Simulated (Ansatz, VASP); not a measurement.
Ca in VASP and in Ansatz

```
Ca
1.0
     3.85366    0.00000    0.00000
    -1.92683    3.33736    0.00000
     0.00000    0.00000    6.34019
Ca
2
Direct
  0.33333 0.66667 0.25000
  0.66667 0.33333 0.75000
```

Alike in both runs: functional PBEsol; k mesh 12 × 12 × 8; occupations gaussian, width 0.1 eV; no spin polarisation.

Ansatz relaxed the structure, and its values are those at the end. VASP's run is a single point on that final structure, the one shown.

|  | VASP | Ansatz |
| --- | --- | --- |
| version | VASP 6.6.1 | Ansatz 0.2.0 |
| potentials or method | VASP PAW PBE potentials, release 64 (Ca_sv) | scalar-relativistic, plane waves, PAW |
| plane-wave cutoff (eV) | 520 | 420 |
| valence electrons in the cell | 20 | 20 |

```tsv
	VASP	Ansatz	Ansatz less VASP
gap on the k mesh at the Fermi level (eV)	none	none	-
pressure (GPa)	0.0	0.0	-0.01
```

A gap of «none» marks a metal or a gap that the smearing closes. The functional is the same, so the differences come from potentials, cutoffs and numerics.

Caveats: the PAW data sets were made with another functional, which shifts forces and pressure a little (VASP).
